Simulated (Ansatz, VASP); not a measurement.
## One calculation of SrO10, two programs

File POSCAR:

```
SrO10
1.0
    5.8018150000      0.0000000000      0.0000000000
    0.0000000000      5.8018150000      0.0000000000
    0.0000000000      0.0000000000      8.9838730000
Sr O
2 20
Direct
    0.0000000000      0.0000000000      0.2500000000
    0.0000000000      0.0000000000      0.7500000000
    0.5000000000      0.5000000000      0.3187630000
    0.5000000000      0.5000000000      0.8187630000
    0.5000000000      0.5000000000      0.6812370000
    0.5000000000      0.5000000000      0.1812370000
    0.1051010000      0.3492360000      0.4288170000
    0.8948990000      0.6507640000      0.4288170000
    0.6507640000      0.1051010000      0.4288170000
    0.3492360000      0.8948990000      0.4288170000
    0.8948990000      0.3492360000      0.9288170000
    0.1051010000      0.6507640000      0.9288170000
    0.3492360000      0.1051010000      0.9288170000
    0.6507640000      0.8948990000      0.9288170000
    0.8948990000      0.6507640000      0.5711830000
    0.1051010000      0.3492360000      0.5711830000
    0.3492360000      0.8948990000      0.5711830000
    0.6507640000      0.1051010000      0.5711830000
    0.1051010000      0.6507640000      0.0711830000
    0.8948990000      0.3492360000      0.0711830000
    0.6507640000      0.8948990000      0.0711830000
    0.3492360000      0.1051010000      0.0711830000
```

The input INCAR.step1:

```
PREC = Accurate
ENCUT = 520
ISMEAR = -1
SIGMA = 0.05
LREAL = Auto
LASPH = T
NELM = 80
NBANDS = 87
GGA = PE
ALGO = Normal
EDIFF = 1E-4
LWAVE = T
LCHARG = F
```

INCAR.step2

```
PREC = Accurate
ENCUT = 520
EDIFF = 1E-8
ISMEAR = -1
SIGMA = 0.05
LREAL = Auto
LASPH = T
NELM = 80
ALGO = Normal
ISIF = 2
LWAVE = F
LCHARG = F
METAGGA = R2SCAN
LMIXTAU = T
LEFG = T
NBANDS = 87
ISTART = 1
```

Contents of KPOINTS:

```
regular mesh
0
Gamma
  6 6 4
```

Input for Ansatz:

```yaml
crystal:
  lattice:
    - [5.801815, 0.0, 0.0]
    - [0.0, 5.801815, 0.0]
    - [0.0, 0.0, 8.983873]
  atoms:
    - { symbol: Sr, position: [0.0, 0.0, 0.25] }
    - { symbol: Sr, position: [0.0, 0.0, 0.75] }
    - { symbol: O, position: [0.5, 0.5, 0.318763] }
    - { symbol: O, position: [0.5, 0.5, 0.818763] }
    - { symbol: O, position: [0.5, 0.5, 0.681237] }
    - { symbol: O, position: [0.5, 0.5, 0.181237] }
    - { symbol: O, position: [0.105101, 0.349236, 0.428817] }
    - { symbol: O, position: [0.894899, 0.650764, 0.428817] }
    - { symbol: O, position: [0.650764, 0.105101, 0.428817] }
    - { symbol: O, position: [0.349236, 0.894899, 0.428817] }
    - { symbol: O, position: [0.894899, 0.349236, 0.928817] }
    - { symbol: O, position: [0.105101, 0.650764, 0.928817] }
    - { symbol: O, position: [0.349236, 0.105101, 0.928817] }
    - { symbol: O, position: [0.650764, 0.894899, 0.928817] }
    - { symbol: O, position: [0.894899, 0.650764, 0.571183] }
    - { symbol: O, position: [0.105101, 0.349236, 0.571183] }
    - { symbol: O, position: [0.349236, 0.894899, 0.571183] }
    - { symbol: O, position: [0.650764, 0.105101, 0.571183] }
    - { symbol: O, position: [0.105101, 0.650764, 0.071183] }
    - { symbol: O, position: [0.894899, 0.349236, 0.071183] }
    - { symbol: O, position: [0.650764, 0.894899, 0.071183] }
    - { symbol: O, position: [0.349236, 0.105101, 0.071183] }
kpoints:
  mp_grid: { grid: [6, 6, 4] }
scf:
  occupations: { method: fermi_dirac, width: 0.05 }
hamiltonian:
  xc: r2scan
  pseudopotentials: { kind: paw }
output:
  forces: true
  stress: true
  populations: true
  efg:
    quadrupole_moments_barn: { Sr: 0.305, O: -0.02558 }
    contact_densities: true
```

Alike in both runs: task electric field gradients; functional r2SCAN; k mesh 6 × 6 × 4; occupations fermi-dirac, width 0.05 eV; no spin polarisation.

```csv
,VASP,Ansatz
version,VASP 6.6.1,Ansatz 0.2.0
potentials or method,"VASP PAW PBE potentials, release 64 (Sr_sv, O)","plane-wave PAW, scalar-relativistic"
plane-wave cutoff (eV),520,500
valence electrons in the cell,140,140
```

|  | VASP | Ansatz | Ansatz less VASP |
| --- | --- | --- | --- |
| pressure (GPa) | -4.1 | -5.8 | -1.68 |
| largest component of the traceless stress (GPa) | 1.71 | 5.62 | +3.910 |
| rms of the force components (eV/Å) | 0.224 | 0.700 | +0.4769 |
| Vzz of the field gradient on the site that differs most (V/Å²) | 189.6 | 187.5 | -2.08 |

Atom by atom the forces differ by 0.478 eV/Å (rms over components). Ansatz warned: «gradients_without_spin_orbit».

Caveats: the standard files for N, O and F lose accuracy on very short bonds; the PAW data sets were made with another functional, which shifts forces and pressure a little (VASP).
